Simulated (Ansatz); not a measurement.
The system is HfN.

```
Hf N
1.0
     3.13391    0.00000    0.00000
    -1.56695    2.71404    0.00000
     0.00000    0.00000    5.41677
Hf N
2 2
Direct
  0.33333 0.66667 0.25000
  0.66667 0.33333 0.75000
  0.00000 0.00000 0.50000
  0.00000 0.00000 0.00000
```

The cell comes from a database or a generator and needn't be the stable form of this composition.

Base run:

```yaml
Program: Ansatz 0.2.0
Functional: PBEsol
Potentials_or_basis: all-electron LAPW, relativistic spinors
Cutoff: 316 eV (chosen from the basis error)
Basis_error_allowed: 0.002 eV/atom
k_mesh: 8 × 8 × 4
Occupations: fermi-dirac, width 0.05 eV
Spin: spin-orbit coupling, no magnetisation
```

Its results: pressure -2.6 GPa.

The run is repeated on the same cell with these changes: potentials or basis from all-electron LAPW, relativistic spinors to all-electron LAPW, scalar-relativistic; spin from spin-orbit coupling, no magnetisation to no spin polarisation. What comes out?

Pressure -2.1 GPa.

Caveats: the k mesh is thin for a metal, which can move the energy by tens of meV per atom.
